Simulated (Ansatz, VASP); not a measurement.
## In2GaP3: VASP beside Ansatz

```
CELL_PARAMETERS angstrom
3.95131 0.00000 0.00000
0.00000 3.95131 0.00000
0.00000 0.00000 9.82404
ATOMIC_POSITIONS crystal
In 0.00000 0.00000 0.50000
In 0.50000 0.50000 0.00000
Ga 0.00000 0.00000 0.00000
P 0.00000 0.00000 0.22384
P 0.00000 0.00000 0.77616
P 0.50000 0.50000 0.50000
```

Alike in both runs: functional PBE; k mesh 4 × 4 × 2; occupations gaussian, width 0.1 eV; no spin polarisation.

Ansatz relaxed the structure, and its values are those at the end. VASP's run is a single point on that final structure, the one shown.

```csv
,VASP,Ansatz
version,VASP 6.6.1,Ansatz 0.2.0
potentials or method,"VASP PAW PBE potentials, release 64 (In_d, Ga_d, P)","scalar-relativistic, plane waves, PAW"
plane-wave cutoff (eV),520,420
valence electrons in the cell,54,54
```

Ansatz gave:

* gap on the k mesh at the Fermi level (eV): none
* pressure (GPa): 0.0
* rms of the force components (eV/Å): 0.001

Q: Estimate VASP's values.

A: gap on the k mesh at the Fermi level (eV): none; pressure (GPa): 0.0; rms of the force components (eV/Å): 0.006.

A gap of «none» marks a metal or a gap that the smearing closes. With one functional, cell and mesh, what is left measures potentials, basis and numerics.

Caveats: the k mesh is coarse (spacing up to 0.40 Å⁻¹), so the values aren't converged.
